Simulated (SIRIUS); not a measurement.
# CuO (Tenorite) (C2/c) in SIRIUS: equation of state

Aim: energy against volume of CuO (Tenorite) in PBEsol, for its equilibrium volume and stiffness.

Program: SIRIUS 7.12.0. These are calculated values, not measurements. Logs are shortened: lines on timing, memory, paths and dates and some standing lists are left out, and cuts for length are marked. The log counts tension as positive stress, the text compression.

### 1 The structure

Symmetry: C2/c, No. 15, monoclinic system. The conventional cell has a = 4.684 Å, b = 3.423 Å, c = 5.129 Å, α = 90.00°, β = 99.54°, γ = 90.00°. Cu (site symmetry -1) is surrounded by 4 O at 1.95 to 1.96 Å. Around O (site symmetry 2) lie 4 Cu at 1.95 to 1.96 Å.

### 2 Single point, PBEsol, 9.53 Å³/atom (volume scaled by 0.94)

sirius.json

```json
{
  "control": {
    "processing_unit": "cpu",
    "verbosity": 2,
    "num_bands_to_print": 35,
    "print_forces": true,
    "print_stress": true
  },
  "parameters": {
    "electronic_structure_method": "pseudopotential",
    "xc_functionals": ["XC_GGA_X_PBE_SOL", "XC_GGA_C_PBE_SOL"],
    "gk_cutoff": 9.6,
    "pw_cutoff": 19.2,
    "ngridk": [10, 10, 5],
    "shiftk": [0, 0, 0],
    "smearing": "fermi_dirac",
    "smearing_width": 0.0018374661,
    "num_bands": 35,
    "num_mag_dims": 0,
    "num_dft_iter": 100,
    "energy_tol": 1e-08,
    "density_tol": 1e-06
  },
  "iterative_solver": {
    "type": "davidson",
    "min_tolerance": 1e-10
  },
  "mixer": {
    "type": "anderson",
    "beta": 0.7,
    "max_history": 8
  },
  "settings": {
    "tol_ne": 1e-10,
    "pseudo_grid_cutoff": 6.5
  },
  "unit_cell": {
    "lattice_vectors": [
      [4.335114365158, -3.167872072456, 0.0],
      [4.335114365158, 3.167872072456, 0.0],
      [-1.573527812884, 0.0, 9.36287220352]
    ],
    "atom_coordinate_units": "lattice",
    "atom_types": ["Cu", "O"],
    "atom_files": {
      "Cu": "Cu.json",
      "O": "O.json"
    },
    "atoms": {
      "Cu": [
        [0.5, 0.0, 0.5],
        [0.0, 0.5, 0.0]
      ],
      "O": [
        [0.4184, 0.5816, 0.75],
        [0.5816, 0.4184, 0.25]
      ]
    }
  }
}
```

Potentials or basis: PseudoDojo 0.4.1 PBEsol standard (scalar relativistic).

The run is started by

```sh
upf_to_json Cu.upf
upf_to_json O.upf
OMP_NUM_THREADS=4 sirius.scf --input=sirius.json --output=out.json --task=0
```

What it wrote:

```text
[info] SIRIUS version : 7.12.0
[info] number of MPI ranks           : 1
[info] MPI grid                      : 1 1
[info] maximum number of OMP threads : 4
[fft] FFT context for density and potential
[fft] =====================================
[fft]   comm size                             : 1
[fft]   plane wave cutoff                     : 19.2
[fft]   grid size                             : 36 36 64   total : 82944
[fft]   grid limits                           : -17 18   -17 18   -31 32
[fft]   number of G-vectors within the cutoff : 15368
[fft]   local number of G-vectors             : 15368
[fft]   number of G-shells                    : 7986
[fft] FFT context for coarse grid
[fft] =====================================
[fft]   comm size                             : 1
[fft]   plane wave cutoff                     : 19.2
[fft]   grid size                             : 36 36 64   total : 82944
[fft]   grid limits                           : -17 18   -17 18   -31 32
[fft]   number of G-vectors within the cutoff : 15368
[fft]   local number of G-vectors             : 15368
[fft]   number of G-shells                    : 7986
[unit cell] lattice vectors
[unit cell]   a1 :       4.3351143652     -3.1678720725      0.0000000000
[unit cell]   a2 :       4.3351143652      3.1678720725      0.0000000000
[unit cell]   a3 :      -1.5735278129      0.0000000000      9.3628722035
[unit cell] reciprocal lattice vectors
[unit cell]   b1 :       0.7246850692     -0.9917043939      0.1217908444
[unit cell]   b2 :       0.7246850692      0.9917043939      0.1217908444
[unit cell]   b3 :      -0.0000000000      0.0000000000      0.6710745560
[unit cell] unit cell volume :       257.16229072 [a.u.^3]
[unit cell] 1/sqrt(omega)    :         0.06235860
[unit cell] MT volume        :         0.00000000 ( 0.00%)
[unit cell] IT volume        :       257.16229072 (100.00%)
[unit cell] number of atom types : 2
[unit cell] type id : 0 symbol : Cu mt_radius :  14.910000 num_atoms : 2
[unit cell] type id : 1 symbol :  O mt_radius :   9.350000 num_atoms : 2
[unit cell] total number of atoms : 4
[unit cell] number of symmetry classes : 2
[unit cell] number of PAW atoms : 0
[unit cell] atom id  type id  class id             position                      vector_field
[unit cell] ------------------------------------------------------------------------------------------
[unit cell]      0        0        0      0.50000   0.00000   0.50000      0.00000   0.00000   0.00000
[unit cell]      1        0        0      0.00000   0.50000   0.00000      0.00000   0.00000   0.00000
[unit cell]      2        1        1      0.41840   0.58160   0.75000      0.00000   0.00000   0.00000
[unit cell]      3        1        1      0.58160   0.41840   0.25000      0.00000   0.00000   0.00000
[unit cell] atom id         position (Cartesian, a.u.)
[unit cell] ---------------------------------------------
[unit cell]      0       1.380793   -1.583936    4.681436
[unit cell]      1       2.167557    1.583936    0.000000
[unit cell]      2       3.154969    0.516997    7.022154
[unit cell]      3       3.941732   -0.516997    2.340718
[unit cell] class id : 0 atom id : 0 1
[unit cell] class id : 1 atom id : 2 3
[unit cell] minimum bond length:     3.611174
[unit cell] total number of pseudo wave-functions: 28
[sym] space group number   : 15
[sym] international symbol : C2/c
[sym] Hall symbol          : -C 2yc
[sym] space group transformation matrix :
[... 308 lines left out ...]
[diagonalize] ik:  137   -3.626450   -3.626434   -2.073832   -2.073460   -2.071728   -2.071596   -2.056838   -2.056553   -0.217230   -0.199066    0.232376    0.259656    0.279988    0.297550    0.307755    0.351902    0.391568    0.405762    0.408250    0.415906    0.426510    0.430075    0.438937    0.444870    0.479220    0.519365    0.683098    0.729238    0.875568    0.899746    0.929677    1.024723    1.128538    1.146061    1.165259
[diagonalize] ik:  138   -3.626453   -3.626436   -2.073655   -2.073583   -2.071739   -2.071591   -2.056688   -2.056656   -0.220985   -0.201412    0.233663    0.259873    0.290977    0.310570    0.329720    0.335650    0.394575    0.395156    0.407496    0.412212    0.422310    0.431748    0.439225    0.442086    0.481196    0.509270    0.677287    0.716857    0.896064    0.958834    0.960109    1.008225    1.100323    1.113209    1.146908
[diagonalize] ik:  139   -3.626462   -3.626446   -2.073632   -2.073455   -2.071737   -2.071594   -2.056689   -2.056558   -0.224919   -0.205153    0.231248    0.270768    0.290108    0.306213    0.323084    0.347535    0.391772    0.399566    0.407902    0.413192    0.422494    0.432826    0.436596    0.442721    0.485696    0.514727    0.664881    0.710110    0.897896    0.955576    0.969052    1.017986    1.112993    1.131834    1.179775
[... 17 lines left out ...]
[find] SCF correction                 :       0.00000036
[find] Total energy                   :    -411.80447399 (Ha),    -823.60894797 (Ry)
[find] Free energy (E-TS)             :    -411.80516215 (Ha),    -823.61032431 (Ry)
[find] band gap (eV)                  :       0.00000000
[find] Efermi                         :       0.50545936
[find] iteration : 13, RMS (target) : 1.7756e-07 (1.0000e-06) , energy difference (target) : -1.0670e-10 (1.0000e-08)
[find] bands are converged : true
[find] iterative solver converged : false
[find] converged after 14 SCF iterations!
[find] Charges and magnetic moments
[find] --------------------------------------------------------------------------------
[find] total charge          : 50.000000
[find] Energy
[find] --------------------------------------------------------------------------------
[find] valence_eval_sum               :     -28.99788038
[find] <rho|V^{XC}>                   :     -57.23410263
[find] <rho|E^{XC}>                   :     -54.43700408
[find] <mag|B^{XC}>                   :       0.00000000
[find] <rho|V^{H}>                    :     263.67779821
[find] one-electron contribution      :    -235.44157597 (Ha),    -470.88315193 (Ry)
[find] hartree contribution           :     131.83889910
[find] xc contribution                :     -54.43700408
[find] ewald contribution             :    -253.76479341
[find] PAW contribution               :       0.00000000
[find] smearing (-TS)                 :      -0.00068817
[find] SCF correction                 :       0.00000036
[find] Total energy                   :    -411.80447399 (Ha),    -823.60894797 (Ry)
[find] Free energy (E-TS)             :    -411.80516215 (Ha),    -823.61032431 (Ry)
[find] band gap (eV)                  :       0.00000000
[find] Efermi                         :       0.50545936
[ground_state] === stress tensor components [kbar] ===
[ground_state] === stress_kin ===
[ground_state] -149335.512177    0.000000 -532.854953
[ground_state]     0.000000-150870.541747    0.000000
[ground_state]  -532.854953    0.000000-148754.960180
[ground_state] === stress_har ===
[ground_state] -53963.479721    0.000000 3112.389699
[ground_state]     0.000000-42393.176988    0.000000
[ground_state]  3112.389699    0.000000-54475.481572
[ground_state] === stress_ewald ===
[ground_state] 90986.689651    0.000000 5521.222843
[ground_state]     0.000000109925.391519    0.000000
[ground_state]  5521.222843    0.00000089411.083466
[ground_state] === stress_vloc ===
[ground_state] 32293.928973    0.000000-8315.813015
[ground_state]     0.000000 2639.815437    0.000000
[ground_state] -8315.813015    0.00000034086.256622
[ground_state] === stress_xc ===
[ground_state]  3533.441004    0.000000    3.186712
[ground_state]     0.000000 3541.130074    0.000000
[ground_state]     3.186712    0.000000 3532.749355
[ground_state] === stress_core ===
[ground_state] 14756.580633    0.000000    1.622318
[ground_state]     0.00000014758.881242    0.000000
[ground_state]     1.622318    0.00000014757.402078
[ground_state] === stress_nonloc ===
[ground_state] 61635.071844    0.000000  231.286780
[ground_state]     0.00000062304.435593    0.000000
[ground_state]   231.286780    0.00000061346.556733
[ground_state] === stress_us_nl ===
[ground_state] 61635.071844    0.000000  231.286780
[ground_state]     0.00000062304.435593    0.000000
[ground_state]   231.286780    0.00000061346.556733
[ground_state] === stress_total ===
[ground_state]   -93.279793    0.000000   21.040384
[ground_state]     0.000000  -94.064870    0.000000
[ground_state]    21.040384    0.000000  -96.393497
[ground_state] ==== total Forces in Ha/bohr =====
[ground_state] atom:    0, force:       0.0000000      0.0000000      0.0000000
[ground_state] atom:    1, force:       0.0000000      0.0000000      0.0000000
[ground_state] atom:    2, force:      -0.0000000     -0.0032667     -0.0000000
[ground_state] atom:    3, force:       0.0000000      0.0032667     -0.0000000
[ground_state] ==== ultrasoft contribution from Qij =====
[ground_state] atom:    0, force:       0.0000000      0.0000000      0.0000000
[ground_state] atom:    1, force:       0.0000000      0.0000000      0.0000000
[ground_state] atom:    2, force:       0.0000000      0.0000000      0.0000000
[ground_state] atom:    3, force:       0.0000000      0.0000000      0.0000000
[ground_state] ==== non-local contribution from Beta-projector =====
[ground_state] atom:    0, force:       0.0000000      0.0000000      0.0000000
[ground_state] atom:    1, force:       0.0000000      0.0000000      0.0000000
[ground_state] atom:    2, force:      -0.0000000     -0.1452625      0.0000000
[ground_state] atom:    3, force:       0.0000000      0.1452625      0.0000000
[ground_state] ==== contribution from local potential =====
[ground_state] atom:    0, force:       0.0000000      0.0000000      0.0000000
[ground_state] atom:    1, force:       0.0000000      0.0000000      0.0000000
[ground_state] atom:    2, force:       0.0000000     -1.6074190     -0.0000000
[ground_state] atom:    3, force:       0.0000000      1.6074190      0.0000000
[ground_state] ==== contribution from core density =====
[ground_state] atom:    0, force:       0.0000000      0.0000000      0.0000000
[ground_state] atom:    1, force:       0.0000000      0.0000000      0.0000000
[ground_state] atom:    2, force:       0.0000000      0.0043962      0.0000000
[ground_state] atom:    3, force:       0.0000000     -0.0043962     -0.0000000
[ground_state] ==== Ewald forces from ions =====
[ground_state] atom:    0, force:       0.0000000      0.0000000      0.0000000
[ground_state] atom:    1, force:       0.0000000      0.0000000      0.0000000
[ground_state] atom:    2, force:       0.0000000      1.7450186      0.0000000
[ground_state] atom:    3, force:       0.0000000     -1.7450186      0.0000000
[~DFT_ground_state] local op. applied: 147428
[~DFT_ground_state] evp. work count: 16940.7
[~DFT_ground_state] number of iterative solver steps: 4241
```

Wall time 98 s (4 threads of Intel Xeon 6975P-C (Granite Rapids), shared host); peak memory 1.5 GiB.

Results:

```yaml
Free_energy: -11205.7893 eV
Pressure: 9.5 GPa
Largest_force: 0.168 eV/Å
Band_gap_on_the_k_mesh: none (metal or under the smearing width)
```

Caveat: the run has no spin polarisation, though such a crystal can be magnetic; semilocal functionals often make such compounds metallic where correlation or magnetic order opens a gap, which also shifts bond lengths.

### 3 Single point, PBEsol, 9.73 Å³/atom (volume scaled by 0.96)

Edit sirius.json of step 2 so:

```diff
@@ -38,5 +38,5 @@
     "lattice_vectors": [
-      [4.335114365158, -3.167872072456, 0.0],
-      [4.335114365158, 3.167872072456, 0.0],
-      [-1.573527812884, 0.0, 9.36287220352]
+      [4.365644345413, -3.190181765801, 0.0],
+      [4.365644345413, 3.190181765801, 0.0],
+      [-1.584609359819, 0.0, 9.428810095744]
     ],
```

Potentials or basis: PseudoDojo 0.4.1 PBEsol standard (scalar relativistic).

The run is started by

```sh
upf_to_json Cu.upf
upf_to_json O.upf
OMP_NUM_THREADS=4 sirius.scf --input=sirius.json --output=out.json --task=0
```

Wall time 96 s (4 threads of Intel Xeon 6975P-C (Granite Rapids), shared host); peak memory 1.6 GiB.

It converged, with:

```
Free energy            : -11205.8254 eV
Pressure               : 4.8 GPa
Largest force          : 0.243 eV/Å
Band gap on the k mesh : none (metal or under the smearing width)
```

Caveat: the run has no spin polarisation, though such a crystal can be magnetic; semilocal functionals often make such compounds metallic where correlation or magnetic order opens a gap, which also shifts bond lengths.

### 4 Single point, PBEsol, 9.93 Å³/atom (volume scaled by 0.98)

Edit sirius.json of step 3 so:

```diff
@@ -38,5 +38,5 @@
     "lattice_vectors": [
-      [4.365644345413, -3.190181765801, 0.0],
-      [4.365644345413, 3.190181765801, 0.0],
-      [-1.584609359819, 0.0, 9.428810095744]
+      [4.395753188862, -3.2121837146, 0.0],
+      [4.395753188862, 3.2121837146, 0.0],
+      [-1.595538045486, 0.0, 9.493838427258]
     ],
```

The run is started by

```sh
upf_to_json Cu.upf
upf_to_json O.upf
OMP_NUM_THREADS=4 sirius.scf --input=sirius.json --output=out.json --task=0
```

Wall time 1.7 min (4 threads of Intel Xeon 6975P-C (Granite Rapids), shared host); peak memory 1.6 GiB.

The run converged. Its results:

* Free energy: -11205.8394 eV
* Pressure: 0.7 GPa
* Largest force: 0.312 eV/Å
* Band gap on the k mesh: none (metal or under the smearing width)

Caveat: the run has no spin polarisation, though such a crystal can be magnetic; semilocal functionals often make such compounds metallic where correlation or magnetic order opens a gap, which also shifts bond lengths.

### 5 Single point, PBEsol, 10.13 Å³/atom

Edit sirius.json of step 4 so:

```diff
@@ -38,5 +38,5 @@
     "lattice_vectors": [
-      [4.395753188862, -3.2121837146, 0.0],
-      [4.395753188862, 3.2121837146, 0.0],
-      [-1.595538045486, 0.0, 9.493838427258]
+      [4.425455124955, -3.233888317072, 0.0],
+      [4.425455124955, 3.233888317072, 0.0],
+      [-1.606319035072, 0.0, 9.55798793011]
     ],
```

The run is started by

```sh
upf_to_json Cu.upf
upf_to_json O.upf
OMP_NUM_THREADS=4 sirius.scf --input=sirius.json --output=out.json --task=0
```

It took 1.7 min on 4 threads of Intel Xeon 6975P-C (Granite Rapids), shared host; peak memory 1.6 GiB.

The run converged. Its results:

- Free energy: -11205.8336 eV
- Pressure: -3.0 GPa
- Largest force: 0.374 eV/Å
- Band gap on the k mesh: none (metal or under the smearing width)

Caveat: the run has no spin polarisation, though such a crystal can be magnetic; semilocal functionals often make such compounds metallic where correlation or magnetic order opens a gap, which also shifts bond lengths.

### 6 Single point, PBEsol, 10.34 Å³/atom (volume scaled by 1.02)

Edit sirius.json of step 5 so:

```diff
@@ -38,5 +38,5 @@
     "lattice_vectors": [
-      [4.425455124955, -3.233888317072, 0.0],
-      [4.425455124955, 3.233888317072, 0.0],
-      [-1.606319035072, 0.0, 9.55798793011]
+      [4.45476362895, -3.255305420202, 0.0],
+      [4.45476362895, 3.255305420202, 0.0],
+      [-1.616957219567, 0.0, 9.621287708161]
     ],
```

Potentials or basis: PseudoDojo 0.4.1 PBEsol standard (scalar relativistic).

The run is started by

```sh
upf_to_json Cu.upf
upf_to_json O.upf
OMP_NUM_THREADS=4 sirius.scf --input=sirius.json --output=out.json --task=0
```

Run time: 96 s. Hardware: 4 threads of Intel Xeon 6975P-C (Granite Rapids), shared host; peak memory 1.6 GiB.

Results (log left out):

```yaml
Free_energy: -11205.8103 eV
Pressure: -6.2 GPa
Largest_force: 0.432 eV/Å
Band_gap_on_the_k_mesh: none (metal or under the smearing width)
```

Caveat: the run has no spin polarisation, though such a crystal can be magnetic; semilocal functionals often make such compounds metallic where correlation or magnetic order opens a gap, which also shifts bond lengths.

### 7 Single point, PBEsol, 10.54 Å³/atom (volume scaled by 1.04)

Edit sirius.json of step 6 so:

```diff
@@ -38,5 +38,5 @@
     "lattice_vectors": [
-      [4.45476362895, -3.255305420202, 0.0],
-      [4.45476362895, 3.255305420202, 0.0],
-      [-1.616957219567, 0.0, 9.621287708161]
+      [4.483691475964, -3.276444359426, 0.0],
+      [4.483691475964, 3.276444359426, 0.0],
+      [-1.62745723598, 0.0, 9.683765352925]
     ],
```

The run is started by

```sh
upf_to_json Cu.upf
upf_to_json O.upf
OMP_NUM_THREADS=4 sirius.scf --input=sirius.json --output=out.json --task=0
```

It took 1.9 min on 4 threads of Intel Xeon 6975P-C (Granite Rapids), shared host; peak memory 1.7 GiB.

The run converged. Its results:

| Quantity | Value |
| --- | --- |
| Free energy | -11205.7713 eV |
| Pressure | -9.2 GPa |
| Largest force | 0.484 eV/Å |
| Band gap on the k mesh | none (metal or under the smearing width) |

Caveat: the run has no spin polarisation, though such a crystal can be magnetic; semilocal functionals often make such compounds metallic where correlation or magnetic order opens a gap, which also shifts bond lengths.

### 8 Single point, PBEsol, 10.74 Å³/atom (volume scaled by 1.06)

Edit sirius.json of step 7 so:

```diff
@@ -38,5 +38,5 @@
     "lattice_vectors": [
-      [4.483691475964, -3.276444359426, 0.0],
-      [4.483691475964, 3.276444359426, 0.0],
-      [-1.62745723598, 0.0, 9.683765352925]
+      [4.512250790478, -3.297313994347, 0.0],
+      [4.512250790478, 3.297313994347, 0.0],
+      [-1.637823485106, 0.0, 9.745447050148]
     ],
```

The run is started by

```sh
upf_to_json Cu.upf
upf_to_json O.upf
OMP_NUM_THREADS=4 sirius.scf --input=sirius.json --output=out.json --task=0
```

Run time: 2.2 min. Hardware: 4 threads of Intel Xeon 6975P-C (Granite Rapids), shared host; peak memory 1.7 GiB.

Results (log left out):

```
Free energy            : -11205.7184 eV
Pressure               : -11.7 GPa
Largest force          : 0.532 eV/Å
Band gap on the k mesh : none (metal or under the smearing width)
```

Caveat: the run has no spin polarisation, though such a crystal can be magnetic; semilocal functionals often make such compounds metallic where correlation or magnetic order opens a gap, which also shifts bond lengths.

### 9 Equation of state, PBEsol

Potentials or basis: PseudoDojo 0.4.1 PBEsol standard (scalar relativistic).

This step only gathers the single runs of the series.

Results:

```yaml
Equilibrium_volume: 9.97 Å³/atom
Bulk_modulus_at_fixed_shape_and_positions: 187 GPa
Pressure_derivative_of_the_bulk_modulus: 4.7
```

Energy against volume, from the lowest point:
| volume (Å³/atom) | energy (meV/atom) |
| --- | --- |
| 9.527 | 12.51 |
| 9.730 | 3.49 |
| 9.932 | 0.00 |
| 10.135 | 1.44 |
| 10.338 | 7.27 |
| 10.540 | 17.01 |
| 10.743 | 30.23 |

Caveat: the cell was scaled at fixed shape and fractional positions, which overstates the stiffness of a crystal with free parameters, most of all of layers and chains; the run has no spin polarisation, though such a crystal can be magnetic.
